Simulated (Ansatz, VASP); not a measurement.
# InGaP2 (random alloy of the zinc-blende GaP-InP line, x = 0.5) in two plane-wave programs

Aim: how closely do two programs agree when they are given the same cell, functional and k mesh? Of the first pair: The structure shown is the start of the Ansatz relaxation below; VASP solves that cell, so the two are compared at the walk's first step.

Program: Ansatz 0.2.0. Level of theory: plane waves, with VASP 6.6.1 beside it; PBE. Results are calculated unless marked as measured.

### 1. Set-up

The cell holds 64 atoms: 16 In, 32 P and 16 Ga. Cell: a = 11.470 Å, b = 11.470 Å, c = 11.470 Å, α = 90.0°, β = 90.0°, γ = 90.0°. It derives from GaP (zinc-blende GaP-InP), repeated 2×2×2. Zinc-blende GaP-InP: 64 atoms, 16 of 32 Ga sites given to In at random, cell and internal coordinates interpolated linearly between the end members (Vegard's rule); (so at first; earlier steps may have moved the atoms), displaced by a Gaussian of 0.02 A. Lattice constants are starting values near those of PBE.

### 2. Ansatz: relaxation, PBE

Ansatz runs on its default PAW (the set named soft_2) files.

The two programs are compared at the cell with which this relaxation starts, whose forces are those of its first step.

Contents of input.yaml:

```yaml
crystal:
  lattice:
    - [11.47, 0.0, 0.0]
    - [0.0, 11.47, 0.0]
    - [0.0, 0.0, 11.47]
  atoms:
    - { symbol: In, position: [0.00283, 0.99893, 0.99908] }
    - { symbol: P, position: [0.12313, 0.12651, 0.12099] }
    - { symbol: Ga, position: [0.00304, 0.24867, 0.25056] }
    - { symbol: P, position: [0.12457, 0.37755, 0.37141] }
    - { symbol: Ga, position: [0.24944, 0.99933, 0.25198] }
    - { symbol: P, position: [0.37308, 0.1247, 0.37347] }
    - { symbol: Ga, position: [0.25007, 0.25102, 0.99808] }
    - { symbol: P, position: [0.377, 0.37657, 0.12588] }
    - { symbol: In, position: [0.00157, 0.99881, 0.49979] }
    - { symbol: P, position: [0.12337, 0.12453, 0.62592] }
    - { symbol: Ga, position: [0.99879, 0.24931, 0.7488] }
    - { symbol: P, position: [0.12353, 0.37383, 0.87498] }
    - { symbol: Ga, position: [0.24805, 0.00041, 0.75289] }
    - { symbol: P, position: [0.37629, 0.12467, 0.87345] }
    - { symbol: Ga, position: [0.2487, 0.25295, 0.50009] }
    - { symbol: P, position: [0.37389, 0.37533, 0.62866] }
    - { symbol: Ga, position: [0.00021, 0.50108, 0.00052] }
    - { symbol: P, position: [0.12439, 0.62301, 0.12439] }
    - { symbol: Ga, position: [0.99964, 0.75102, 0.25146] }
    - { symbol: P, position: [0.12662, 0.8755, 0.37654] }
    - { symbol: In, position: [0.24868, 0.50218, 0.25089] }
    - { symbol: P, position: [0.37448, 0.62585, 0.37487] }
    - { symbol: In, position: [0.25197, 0.75265, 0.00381] }
    - { symbol: P, position: [0.37256, 0.87248, 0.12412] }
    - { symbol: Ga, position: [0.00028, 0.50153, 0.50055] }
    - { symbol: P, position: [0.12147, 0.62447, 0.62644] }
    - { symbol: In, position: [0.0004, 0.75133, 0.74961] }
    - { symbol: P, position: [0.12465, 0.87533, 0.87571] }
    - { symbol: Ga, position: [0.25035, 0.50021, 0.74883] }
    - { symbol: P, position: [0.37566, 0.62521, 0.87697] }
    - { symbol: Ga, position: [0.25209, 0.75032, 0.49935] }
    - { symbol: P, position: [0.37389, 0.87574, 0.62513] }
    - { symbol: Ga, position: [0.4994, 8.0e-05, 0.99892] }
    - { symbol: P, position: [0.62622, 0.12422, 0.12714] }
    - { symbol: In, position: [0.5007, 0.25104, 0.24809] }
    - { symbol: P, position: [0.6253, 0.37629, 0.37334] }
    - { symbol: In, position: [0.74954, 6.0e-05, 0.24761] }
    - { symbol: P, position: [0.87555, 0.12648, 0.3735] }
    - { symbol: In, position: [0.75061, 0.24771, 0.99993] }
    - { symbol: P, position: [0.87218, 0.37696, 0.12571] }
    - { symbol: Ga, position: [0.49996, 0.99865, 0.50222] }
    - { symbol: P, position: [0.62843, 0.12176, 0.62716] }
    - { symbol: In, position: [0.50284, 0.25059, 0.74791] }
    - { symbol: P, position: [0.62651, 0.37468, 0.87395] }
    - { symbol: In, position: [0.74786, 0.00096, 0.75138] }
    - { symbol: P, position: [0.87391, 0.12591, 0.873] }
    - { symbol: Ga, position: [0.7514, 0.25008, 0.49967] }
    - { symbol: P, position: [0.87482, 0.37652, 0.62631] }
    - { symbol: In, position: [0.50092, 0.50024, 0.00014] }
    - { symbol: P, position: [0.62608, 0.62541, 0.12619] }
    - { symbol: In, position: [0.49946, 0.74575, 0.25181] }
    - { symbol: P, position: [0.62881, 0.87577, 0.37483] }
    - { symbol: Ga, position: [0.74976, 0.49979, 0.25003] }
    - { symbol: P, position: [0.87304, 0.6241, 0.37326] }
    - { symbol: In, position: [0.75043, 0.74948, 0.00086] }
    - { symbol: P, position: [0.8747, 0.87672, 0.12537] }
    - { symbol: In, position: [0.50382, 0.49669, 0.49887] }
    - { symbol: P, position: [0.62657, 0.62941, 0.62457] }
    - { symbol: In, position: [0.50008, 0.74961, 0.75232] }
    - { symbol: P, position: [0.6245, 0.87619, 0.87444] }
    - { symbol: Ga, position: [0.74778, 0.50055, 0.75088] }
    - { symbol: P, position: [0.87725, 0.62481, 0.87392] }
    - { symbol: In, position: [0.75098, 0.75042, 0.50049] }
    - { symbol: P, position: [0.87487, 0.87702, 0.62564] }
kpoints:
  mp_grid: { grid: [1, 1, 1] }
hamiltonian:
  xc: pbe
scf:
  occupations: { method: fermi_dirac, width: 0.025 }
output:
  forces: true
relax:
  f_tol: 0.04
  max_steps: 150
  cell: {}
```

Started as:

```bash
ansatz run input.yaml --threads 4 --pin off --max-ram 8192MiB --backend cpu --events-out ev --progress --plain --runs-dir out
```

Numbers of over 12 decimals in the logs are rounded to 6 here.

What it wrote:

```text
Engine: ansatz 0.2.0, aarch64-unknown-linux-gnu
Pseudopotentials: kind: paw
Pseudopotential: In, paw, valence charge 13, recommended cutoff 420 eV (normal), In.paw.azcp
Pseudopotential: P, paw, valence charge 5, recommended cutoff 420 eV (normal), P.paw.azcp
Pseudopotential: Ga, paw, valence charge 13, recommended cutoff 420 eV (normal), Ga.paw.azcp
Functional definition: PBE
  parameter kappa = 0.804
  parameter beta = 0.066725
  exchange = pbe_x(kappa = kappa, mu = beta*pi^2/3)
  correlation = pbe_c(beta = beta)
Crystal: 64 atoms, lattice volume = 1509.004 Å³
Basis set: ecut = 420 eV, 29423 PW (Γ), exchange–correlation on 160×160×160 points (8 copies of the dense FFT grid, shifted against one another)
Bands: 352, of which v1, the nominal top of the filled ones, is band 288 counted from 1 (287 counted from 0)
Symmetry: 1 space group operations
Space group: P1 (ITA 1), of the structure as read, at distance tolerance 1.1e-4 Å
k-points: 1
Non-local potential: In, projectors of the file, l = 0: 2, l = 1: 2, l = 2: 2, l = 3: 2
Non-local potential: P, projectors of the file, l = 0: 2, l = 1: 2, l = 2: 2
Non-local potential: Ga, projectors of the file, l = 0: 2, l = 1: 2, l = 2: 3, l = 3: 1
PAW form: soft (Blöchl's): semilocal exchange-correlation on the pseudo side does not see the compensation charge
PAW one-centre angular grid: In, 590 points (default); XC on 64 Gauss nodes
PAW one-centre angular grid: P, 110 points (default); XC on 64 Gauss nodes
PAW one-centre angular grid: Ga, 590 points (default); XC on 64 Gauss nodes
Initial density: superposition of atomic densities (neutral atoms: chi_scale 0, normalization atom), corrected by the library's trained network
Initial wavefunctions: pseudopotential atomic-orbital guess
Functional: x = pbe(κ = 0.804, μ = 0.219515), c = pbe(β = 0.066725)
SCF iter   1: F=—  HF=-174287.797087 eV  |F-HF|=—  |Δ(HF+E_count)|=         —  Δρ=1.31e-3  dr2=2.57e-2  ethr=1.77e-3  ⟨swp⟩=8.0  Hψ=1554  notcnv=0  defer=15
preconditioner: auto → Resta (q_TF=auto, 2.324 Å⁻¹)  ε∞=3.9  [insulator: Δε(μ)=0.780 eV  Ē_g=13.508 eV  σ=0.025 eV  W_gap=1.00  n_scr=304 (ndim 8)  ℏωp=22.9 eV  f_vac=0.022  D(μ)=0.00/eV (n_scr^D=0)  ε∞_Penn≈3.9]
SCF iter   2: F=—  HF=-174287.754966 eV  |F-HF|=—  |Δ(HF+E_count)|=   4.21e-2  Δρ=5.32e-4  dr2=4.87e-3  ethr=4.47e-6  ⟨swp⟩=3.0  Hψ=756  notcnv=0  defer=58
SCF iter   3: F=—  HF=-174287.755872 eV  |F-HF|=—  |Δ(HF+E_count)|=   9.06e-4  Δρ=2.96e-4  dr2=8.30e-4  ethr=8.46e-7  ⟨swp⟩=2.0  Hψ=581  notcnv=0  defer=58
SCF iter   4: F=—  HF=-174287.755430 eV  |F-HF|=—  |Δ(HF+E_count)|=   4.43e-4  Δρ=1.05e-4  dr2=1.70e-4  ethr=1.44e-7  ⟨swp⟩=2.0  Hψ=581  notcnv=0  defer=58
SCF iter   5: F=—  HF=-174287.755524 eV  |F-HF|=—  |Δ(HF+E_count)|=   9.48e-5  Δρ=2.89e-5  dr2=1.48e-5  ethr=2.95e-8  ⟨swp⟩=2.0  Hψ=581  notcnv=0  defer=58
SCF iter   6: F=—  HF=-174287.755195 eV  |F-HF|=—  |Δ(HF+E_count)|=   3.29e-4  Δρ=1.12e-5  dr2=2.86e-6  ethr=2.57e-9  ⟨swp⟩=3.0  Hψ=582  notcnv=0  defer=58
SCF iter   7: F=—  HF=-174287.755197 eV  |F-HF|=—  |Δ(HF+E_count)|=   1.82e-6  Δρ=3.72e-6  dr2=6.32e-7  ethr=4.97e-10  ⟨swp⟩=2.0  Hψ=580  notcnv=0  defer=58
SCF iter   8: F=-174287.755197 eV  HF=-174287.755197 eV  |F-HF|=4.85e-8  |Δ(HF+E_count)|=   1.44e-7  Δρ=1.69e-6  dr2=5.39e-8  ethr=1.74e-11  ⟨swp⟩=3.0  Hψ=1344  notcnv=0
SCF 1 converged in 8 iterations: F = -174287.755197 eV  dr2 = 5.39e-8
  greatest PAW one-centre occupation: 0.995 electrons in one spin orbital (limit 2), on the Ga atom at site 14 (counted from 0), in its partial waves of l = 2
relax step   1: F+E_penalty+E_count = -174287.75519706 eV  Δ(F+E_penalty+E_count) = +0.000e0 eV  max|allowed force component| = 2.046e0 eV/Å  Δτ_max = 0.0000 Å  P = +1.211 GPa  Ω = 1509.004 Å³  (8 SCF iters, dr2 threshold 1.00e-7 eV, accepted)
Crystal: 64 atoms, lattice volume = 1530.323 Å³
Basis set: ecut = 420 eV, 29903 PW (Γ), exchange–correlation on 160×160×160 points (8 copies of the dense FFT grid, shifted against one another)
Initial density: handed on by an earlier stage of this run
Initial wavefunctions: those handed on with the density
iter 1 solved again at ethr=1.61e-4 eV; its pass at ethr=3.10e-3 eV (dr2=9.30e-1 eV) is discarded
SCF iter   1: F=—  HF=-174291.397788 eV  |F-HF|=—  |Δ(HF+E_count)|=         —  Δρ=7.90e-3  dr2=9.38e-1  ethr=1.61e-4  ⟨swp⟩=9.0  Hψ=1876  notcnv=0  defer=6
preconditioner: auto → Resta (q_TF=auto, 2.318 Å⁻¹)  ε∞=3.9  [insulator: Δε(μ)=0.711 eV  Ē_g=13.452 eV  σ=0.025 eV  W_gap=1.00  n_scr=340 (ndim 8)  ℏωp=22.8 eV  f_vac=0.025  D(μ)=0.00/eV (n_scr^D=0)  ε∞_Penn≈3.9]
SCF iter   2: F=—  HF=-174291.274083 eV  |F-HF|=—  |Δ(HF+E_count)|=   1.24e-1  Δρ=4.01e-3  dr2=1.74e-1  ethr=1.61e-4  ⟨swp⟩=3.0  Hψ=411  notcnv=0  defer=59
SCF iter   3: F=—  HF=-174291.268279 eV  |F-HF|=—  |Δ(HF+E_count)|=   5.80e-3  Δρ=1.01e-3  dr2=1.35e-2  ethr=3.02e-5  ⟨swp⟩=2.0  Hψ=394  notcnv=0  defer=59
[...]
atom  12  P     -0.00120074     0.00233481     0.00045425
  atom  13  Ga    -0.00239584     0.00510080    -0.00353864
  atom  14  P      0.00216858    -0.00341414     0.00119273
  atom  15  Ga    -0.00530079     0.00381407    -0.00370219
  atom  16  P      0.00308240     0.00105589     0.00081414
  atom  17  Ga     0.00360802    -0.00099834     0.00537142
  atom  18  P      0.00296883    -0.00013882    -0.00178879
  atom  19  Ga     0.00614203    -0.00403761    -0.00083387
  atom  20  P     -0.00226766    -0.00256312    -0.00048282
  atom  21  In    -0.00703598    -0.00435176     0.00236724
  atom  22  P      0.00170685     0.00321771     0.00278396
  atom  23  In    -0.00499108    -0.00293676     0.00109508
  atom  24  P      0.00221657    -0.00142015    -0.00069605
  atom  25  Ga     0.00666493    -0.00424070    -0.00629171
  atom  26  P     -0.00490165     0.00396591     0.00317030
  atom  27  In     0.00288212    -0.00455852     0.00423574
  atom  28  P     -0.00164317     0.00211959    -0.00039908
  atom  29  Ga     0.00145293    -0.00368841    -0.00169272
  atom  30  P      0.00121249    -0.00137691    -0.00358891
  atom  31  Ga    -0.00219910    -0.00324645    -0.00393115
  atom  32  P      0.00343043    -0.00434820     0.00019569
  atom  33  Ga    -0.00563198     0.00995823     0.00460595
  atom  34  P      0.00145476    -0.00573557    -0.00160552
  atom  35  In    -0.00220034    -0.00139059     0.00184790
[...]
atom  57  In    -0.00477127     0.00034419     0.00088412
  atom  58  P      0.00305487    -0.00053967     0.00299166
  atom  59  In    -0.00313812    -0.00045987    -0.00301159
  atom  60  P      0.00269728     0.00025054    -0.00058006
  atom  61  Ga     0.00373482    -0.00330781    -0.00097948
  atom  62  P     -0.00439644     0.00251886    -0.00081587
  atom  63  In    -0.00200331    -0.00434287    -0.00604277
  atom  64  P     -0.00152535    -0.00003257     0.00081514
  max |Σ_I F_I| component: 9.00e-7 eV/Å
--- Stress (GPa, compression-positive) ---
        0.005583       0.006627       0.006315
        0.006627       0.003937       0.001372
        0.006315       0.001372      -0.000898
  P = ⅓ Tr σ = 0.0029 GPa (0.029 kbar)
--- Relaxed structure (4 steps of the walk, 4 accepted, 1 SCFs on fresh bases) ---
  F+E_penalty+E_count = -174291.48883610 eV   max|allowed force component| = 1.032e-2 eV/Å   (the final SCF, on the basis selected at the relaxed cell)
  cell:  # Å, volume = 1509.9088 Å³
    - [11.475119, 0.00149377, -0.00109549]
    - [0.00149377, 11.476843, -0.000633326]
    - [-0.00109549, -0.000633326, 11.464921]
  atoms:
    - { symbol: In, position: [0.00656189, 1.004594, 1.002550] }
    - { symbol: P, position: [0.130827, 0.134359, 0.135825] }
    - { symbol: Ga, position: [0.00296158, 0.254448, 0.253837] }
    - { symbol: P, position: [0.119353, 0.366683, 0.384577] }
    - { symbol: Ga, position: [0.249217, 1.002892, 0.253037] }
    - { symbol: P, position: [0.364670, 0.121759, 0.383659] }
    - { symbol: Ga, position: [0.245836, 0.248582, 0.999655] }
    - { symbol: P, position: [0.366863, 0.368791, 0.119135] }
    - { symbol: In, position: [0.0063065, 1.003858, 0.497969] }
    - { symbol: P, position: [0.130530, 0.133053, 0.633237] }
    - { symbol: Ga, position: [1.004183, 0.256061, 0.748916] }
    - { symbol: P, position: [0.124182, 0.374732, 0.876246] }
    - { symbol: Ga, position: [0.251090, 0.00537062, 0.748133] }
    - { symbol: P, position: [0.366959, 0.120833, 0.880659] }
    - { symbol: Ga, position: [0.244999, 0.248136, 0.503947] }
    - { symbol: P, position: [0.360179, 0.373531, 0.623763] }
    - { symbol: Ga, position: [0.000470095, 0.495681, 0.00017004] }
    - { symbol: P, position: [0.112396, 0.624774, 0.121697] }
    - { symbol: Ga, position: [1.002788, 0.745292, 0.250994] }
    - { symbol: P, position: [0.130714, 0.868181, 0.367023] }
    - { symbol: In, position: [0.242046, 0.498182, 0.252157] }
    - { symbol: P, position: [0.368366, 0.630206, 0.381349] }
    - { symbol: In, position: [0.248211, 0.752682, -0.000945124] }
    - { symbol: P, position: [0.372598, 0.889016, 0.126122] }
    - { symbol: Ga, position: [0.00153734, 0.495388, 0.500025] }
    - { symbol: P, position: [0.131141, 0.616873, 0.615118] }
    - { symbol: In, position: [0.00438313, 0.743164, 0.747548] }
    - { symbol: P, position: [0.131347, 0.882985, 0.864825] }
    - { symbol: Ga, position: [0.243225, 0.495461, 0.746913] }
    - { symbol: P, position: [0.364929, 0.616957, 0.866545] }
    - { symbol: Ga, position: [0.248171, 0.752107, 0.498625] }
    - { symbol: P, position: [0.366040, 0.883667, 0.618425] }
    - { symbol: Ga, position: [0.492705, 0.00287839, 1.000128] }
    - { symbol: P, position: [0.619273, 0.120141, 0.115501] }
    - { symbol: In, position: [0.497901, 0.246620, 0.252120] }
    - { symbol: P, position: [0.638719, 0.375330, 0.373435] }
    - { symbol: In, position: [0.749719, 0.00260514, 0.252275] }
    - { symbol: P, position: [0.877486, 0.139307, 0.374129] }
    - { symbol: In, position: [0.755308, 0.254155, 1.000034] }
    - { symbol: P, position: [0.885385, 0.379502, 0.132242] }
    - { symbol: Ga, position: [0.492410, 1.003743, 0.499987] }
    - { symbol: P, position: [0.623062, 0.128744, 0.607799] }
    - { symbol: In, position: [0.495864, 0.248267, 0.747459] }
    - { symbol: P, position: [0.632634, 0.379304, 0.864979] }
    - { symbol: In, position: [0.746416, 0.00522947, 0.747765] }
    - { symbol: P, position: [0.884568, 0.133415, 0.867224] }
    - { symbol: Ga, position: [0.754910, 0.254692, 0.498359] }
    - { symbol: P, position: [0.878505, 0.374643, 0.624268] }
    - { symbol: In, position: [0.500438, 0.497920, -0.0026309] }
    - { symbol: P, position: [0.630759, 0.615761, 0.136418] }
    - { symbol: In, position: [0.498315, 0.754345, 0.252295] }
    - { symbol: P, position: [0.617789, 0.883302, 0.385469] }
    - { symbol: Ga, position: [0.760228, 0.497645, 0.252777] }
    - { symbol: P, position: [0.885558, 0.617624, 0.371076] }
    - { symbol: In, position: [0.752025, 0.745699, 0.00272048] }
    - { symbol: P, position: [0.884040, 0.869571, 0.133333] }
    - { symbol: In, position: [0.501162, 0.497778, 0.502525] }
    - { symbol: P, position: [0.633782, 0.618041, 0.634254] }
    - { symbol: In, position: [0.495199, 0.752288, 0.747711] }
    - { symbol: P, position: [0.616568, 0.881747, 0.883567] }
    - { symbol: Ga, position: [0.757733, 0.495220, 0.747934] }
    - { symbol: P, position: [0.877556, 0.609833, 0.874904] }
    - { symbol: In, position: [0.752645, 0.745885, 0.498192] }
    - { symbol: P, position: [0.877228, 0.875448, 0.624696] }
```

Reading the cycles: dr2 is the Hartree energy of the density residual (eV), the measure of convergence; HF is the Harris–Foulkes estimate of the energy, which meets the free energy F at convergence.

(Continued in part 2 of 2.)

[Lines on the potential files, build, host, timing and source positions are cut from VASP's logs without a mark.]

[Logs are printed without paths, hosts, clocks, repeated set-up lines and the standing remarks that a program may print on its own settings, such as how far it seeks lower states.]

[Hosts, paths, dates, database ids (printed as entryN), source tags and the programs' standing remarks are cut or masked in the printed files.]
